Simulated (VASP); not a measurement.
# Ga2O3 (R-3c) in VASP: notebook, part 2 of 2

VASP 6.6.1. Earlier steps stand in the parts before.

### 3 Relaxation of cell and atoms, PBE

This run uses another cell than the first one, of 10.10 Å³/atom, 1.041 times its volume.

The input, INCAR:

```
PREC = Accurate ; ENCUT = 600
EDIFF = 1E-6 ; ISMEAR = 0
SIGMA = 0.02 ; LREAL = F
LASPH = T ; NELM = 120
ALGO = Fast ; ISIF = 3
LWAVE = F ; LCHARG = F
GGA = PE ; IBRION = 2
NSW = 80 ; EDIFFG = -0.005
KPAR = 4
```

The input, KPOINTS:

```
Automatic mesh
0
Gamma
  7 7 7
```

The input, POSCAR:

```
Ga2O3                                   
1.0
    2.5322317081      1.4619847039      4.5460251272
   -2.5322317081      1.4619847039      4.5460251272
   -0.0000000000     -2.9239693051      4.5460251267
  Ga              O             
     4     6
Direct
     0.8558998924318482    0.8558998924318482    0.8558998924317478
     0.6441001075681518    0.6441001075681518    0.6441001075682522
     0.1441001075681519    0.1441001075681519    0.1441001075682522
     0.3558998924318481    0.3558998924318481    0.3558998924317476
     0.7499999999999837    0.4468758326808596    0.0531241673191454
     0.4468758326808760    0.0531241673191240    0.7500000000000000
     0.0531241673191404    0.7500000000000163    0.4468758326808546
     0.2500000000000163    0.5531241673191402    0.9468758326808545
     0.9468758326808598    0.2499999999999837    0.5531241673191455
     0.5531241673191239    0.9468758326808761    0.2500000000000000
```

Potentials or basis: VASP PAW PBE potentials, release 64 (Ga_d, O).

Run with:

```bash
> cat potpaw_PBE.64/Ga_d/POTCAR potpaw_PBE.64/O/POTCAR > POTCAR
> mpirun -np 4 vasp_std > vasp.out
```

OUTCAR:

```text
PREC = Accurate
   ENCUT = 600
   EDIFF = 1E-6
   ISMEAR = 0
   LREAL = F
   LASPH = T
   NELM = 120
   ISIF = 3
   GGA = PE
   IBRION = 2
   NSW = 80
   EDIFFG = -0.005

 ion  position               nearest neighbor table
   1  0.856  0.856  0.856-   8 1.95  10 1.95   9 1.95   7 2.11   6 2.11   5 2.11   2 2.89
   2  0.644  0.644  0.644-   9 1.95  10 1.95   8 1.95   5 2.11   6 2.11   7 2.11   1 2.89
   3  0.144  0.144  0.144-   5 1.95   6 1.95   7 1.95   9 2.11  10 2.11   8 2.11   4 2.89
   4  0.356  0.356  0.356-   7 1.95   6 1.95   5 1.95   8 2.11  10 2.11   9 2.11   3 2.89
   5  0.750  0.447  0.053-   3 1.95   4 1.95   2 2.11   1 2.11
   6  0.447  0.053  0.750-   3 1.95   4 1.95   1 2.11   2 2.11
   7  0.053  0.750  0.447-   4 1.95   3 1.95   1 2.11   2 2.11
   8  0.250  0.553  0.947-   1 1.95   2 1.95   4 2.11   3 2.11
   9  0.947  0.250  0.553-   2 1.95   1 1.95   3 2.11   4 2.11
  10  0.553  0.947  0.250-   1 1.95   2 1.95   3 2.11   4 2.11

  LATTYP: Found a trigonal (rhomboedric) cell.
 ALAT       =     5.4051772547
 COS(alpha) =     0.5610480260

  Lattice vectors:

 A1 = (   2.5322317081,   1.4619847039,   4.5460251272)
 A2 = (  -2.5322317081,   1.4619847039,   4.5460251272)
 A3 = (   0.0000000000,  -2.9239693051,   4.5460251267)

Analysis of symmetry for initial positions (statically):
=====================================================================
 Subroutine PRICEL returns:
 Original cell was already a primitive cell.

 Routine SETGRP: Setting up the symmetry group for a
 trigonal (rhombohedral) supercell.

 Subroutine GETGRP returns: Found 12 space group operations
 (whereof  6 operations were pure point group operations)
 out of a pool of 12 trial point group operations.

The static configuration has the point symmetry S_6 .
 The point group associated with its full space group is D_3d.

Analysis of symmetry for dynamics (positions and initial velocities):
=====================================================================
 Subroutine PRICEL returns:
 Original cell was already a primitive cell.

 Routine SETGRP: Setting up the symmetry group for a
 trigonal (rhombohedral) supercell.

 Subroutine GETGRP returns: Found 12 space group operations
 (whereof  6 operations were pure point group operations)
 out of a pool of 12 trial point group operations.

The dynamic configuration has the point symmetry S_6 .
 The point group associated with its full space group is D_3d.

 Subroutine INISYM returns: Found 12 space group operations
 (whereof  6 operations are pure point group operations),
 and found     1 'primitive' translations

----------------------------------------------------------------------------------------

                                     Primitive cell

  volume of cell :     100.9786

  direct lattice vectors                    reciprocal lattice vectors
     2.532231708  1.461984704  4.546025127     0.197454284  0.114000283  0.073324128
    -2.532231708  1.461984704  4.546025127    -0.197454284  0.114000283  0.073324128
     0.000000000 -2.923969305  4.546025127     0.000000000 -0.228000567  0.073324131

  length of vectors
     5.405177255  5.405177255  5.405177236     0.239500912  0.239500912  0.239500912

  position of ions in fractional coordinates (direct lattice)
     0.855899892  0.855899892  0.855899892
     0.644100108  0.644100108  0.644100108
[... 72 lines left out ...]
  0.285714  0.285714  0.142857      6.000000
  0.428571  0.285714  0.142857     12.000000
 [... further k-points ...]
   k-points           NKPTS =     44   k-points in BZ     NKDIM =     44   number of bands    NBANDS=     52
   number of dos      NEDOS =    301   number of ions     NIONS =     10
   total plane-waves  NPLWV = 110592
   dimension x,y,z NGX =    48 NGY =   48 NGZ =   48
   dimension x,y,z NGXF=    96 NGYF=   96 NGZF=   96
   ions per type =               4   6
   NGX,Y,Z   is equivalent  to a cutoff of  14.76, 14.76, 14.76 a.u.
   NGXF,Y,Z  is equivalent  to a cutoff of  29.53, 29.53, 29.53 a.u.
 SYSTEM =  unknown system
   PREC   = accura    normal or accurate (medium, high low for compatibility)
   ISTART =      0    job   : 0-new  1-cont  2-samecut
   ICHARG =      2    charge: 1-file 2-atom 10-const
   ISPIN  =      1    spin polarized calculation?
   LNONCOLLINEAR =      F non collinear calculations
   LSORBIT =      F    spin-orbit coupling
   LASPH  =      T    aspherical Exc in radial PAW
   ENCUT  =  600.0 eV  44.10 Ry    6.64 a.u.  10.80 10.80 10.80*2*pi/ulx,y,z
   NELM   =    120;   NELMIN=  2; NELMDL= -5     # of ELM steps
   EDIFF  = 0.1E-05   stopping-criterion for ELM
   LREAL  =      F    real-space projection
   EDIFFG = -.5E-02   stopping-criterion for IOM
   NSW    =     80    number of steps for IOM
   IBRION =      2    ionic relax: 0-MD 1-quasi-New 2-CG
   NFREE  =      1    steps in history (QN), initial steepest desc. (CG)
   ISIF   =      3    stress and relaxation
   ISYM   =      2    0-nonsym 1-usesym 2-fastsym
   POTIM  = 0.5000    time-step for ionic-motion
   TEBEG  =    0.0;   TEEND  =   0.0 temperature during run
   PSTRESS=    0.0 pullay stress
   NELECT =      88.0000    total number of electrons
   NUPDOWN=      -1.0000    fix difference up-down
   EMIN   =  10.00;   EMAX   =-10.00  energy-range for DOS
   EFERMI =   0.00;   METHOD = LEGACY
   ISMEAR =     0;   SIGMA  =   0.02  broadening in eV -4-tet -1-fermi 0-gaus
   EFERMI_NEDOS =   21; number of points for ismear=-14 and -15
   IALGO  =     68    algorithm
   IMIX   =      4    mixing-type and parameters
     AMIX     =   0.40;   BMIX     =  1.00
     AMIX_MAG =   1.60;   BMIX_MAG =  1.00
  volume/ion in A,a.u.               =      10.10        68.14
  Fermi-wavevector in a.u.,A,eV,Ry     =   1.563721  2.955004 33.269284  2.445223
  Thomas-Fermi vector in A             =   2.666451
   LORBIT       =      0    0 simple, 1 ext, 2 COOP (PROOUT), +10 PAW based schemes
   GGA     = PE    functional components
   LHFCALC =     F    Hartree Fock is set to
   AEXX    =    0.0000 exact exchange contribution
   IVDW    =     0    specifies the selected vdW correction
   LEPSILON=     F    determine dielectric tensor
   LRPA    =     F    only Hartree local field effects (RPA)
 conjugate gradient relaxation of ions
 non-spin polarized calculation
 RMM-DIIS sequential band-by-band and
 Gauss-broadening in eV      SIGMA  =   0.02
  energy-cutoff  :      600.00
  volume of cell :      100.98
 maximum number of plane-waves:      3387
 NGX is ok and might be reduce to    48
   NGX = 21   NGY = 21   NGZ = 21

--------------------------------------- Ionic step        1  -------------------------------------------

 number of electron      88.0000003 magnetization

 Free energy of the ion-electron system (eV)
  ---------------------------------------------------
  ext. energy  EPLUGINS =         0.00000000
  ---------------------------------------------------
  free energy    TOTEN  =       -59.41016750 eV

  energy without entropy =      -59.41016750  energy(sigma->0) =      -59.41016750

------------------------ aborting loop because EDIFF is reached ----------------------------------------

  FORCE on cell =-STRESS in cart. coord.  units (eV):
  Direction    XX          YY          ZZ          XY          YZ          ZX
  --------------------------------------------------------------------------------------
  -------------------------------------------------------------------------------------
  Total       -0.0684891     -0.0684891     -0.0702338      0.0000000     -0.0000000      0.0000000
  in kB       -1.0866823     -1.0866823     -1.1143654      0.0000000     -0.0000000      0.0000000
  external PRESSURE =      -1.0959100 kB  Pullay stress =       0.0000000 kB
[... 119 lines left out ...]
--------------------------------------- Ionic step        4  -------------------------------------------

 number of electron      88.0000002 magnetization

 Free energy of the ion-electron system (eV)
  ---------------------------------------------------
  ext. energy  EPLUGINS =         0.00000000
  ---------------------------------------------------
  free energy    TOTEN  =       -59.41018642 eV

  energy without entropy =      -59.41018642  energy(sigma->0) =      -59.41018642

 E-fermi :   4.1608     XC(G=0): -11.9454

 val. band max:        4.0676030659   @ k =  -0.1429   0.1429   0.0000
 cond. band min:       6.4336449134   @ k =   0.0000   0.0000   0.0000
 fundamental gap:      2.3660418476
 Fermi energy:         4.1607563607

 k-point     1 :       0.0000    0.0000    0.0000
  band No.  band energies     occupation
      1     -14.5870      2.00000
      2     -12.7394      2.00000
      3     -12.7394      2.00000
      4     -12.7148      2.00000
      5     -12.6977      2.00000
      6     -12.6977      2.00000
[... 1309 lines left out ...]
     51      13.8728      0.00000
     52      15.1660      0.00000

 [... further k-points ...]
[... 5 lines left out ...]
  --------------------------------------------------------------------------------------
  -------------------------------------------------------------------------------------
  Total        0.0427506      0.0427506      0.0260062     -0.0000000      0.0000000      0.0000000
  in kB        0.6788062      0.6788062      0.4129340     -0.0000000      0.0000000      0.0000000
  external PRESSURE =       0.5901821 kB  Pullay stress =       0.0000000 kB
[... 25 lines left out ...]
  FREE ENERGIE OF THE ION-ELECTRON SYSTEM (eV)
  ---------------------------------------------------
  free  energy   TOTEN  =       -59.4101864197 eV

  energy  without entropy=      -59.4101864197  energy(sigma->0) =      -59.41018642

 reached required accuracy - stopping structural energy minimisation
```

Wall time 7 min (4 MPI ranks of AMD EPYC 7R13 (Zen 3), shared host); peak memory 0.46 GiB.

What came out:

| Item | Value |
| --- | --- |
| Free energy | -59.4102 eV |
| Relaxed volume | 10.09 Å³/atom |
| Relaxed cell | a = 5.404 Å, b = 5.404 Å, c = 5.404 Å, α = 55.87°, β = 55.87°, γ = 55.87° |
| Space group after relaxing (to 0.05 Å) | R-3c (No. 167) |
| Energy gained by relaxing | 0.0 meV/atom |
| Ionic steps | 4 |
| Pressure after relaxing | 0.1 GPa |
| Band gap on the k mesh | 2.37 eV, indirect (least direct gap 2.59 eV) |

Final structure:
```
Ga O
1.0
     2.53161    1.46163    4.54488
    -2.53161    1.46163    4.54488
     0.00000   -2.92325    4.54488
Ga O
4 6
Cartesian
  0.0000 0.0000 11.6700
  0.0000 0.0000 8.7819
  0.0000 0.0000 1.9646
  0.0000 0.0000 4.8527
  0.7673 1.5942 5.6811
  0.9969 -1.4616 5.6811
  -1.7643 -0.1325 5.6811
  -0.7673 -1.5942 7.9535
  1.7643 0.1325 7.9535
  -0.9969 1.4616 7.9535
```

Caveat: an odd mesh through Γ misses points on the zone boundary, where band edges often lie.
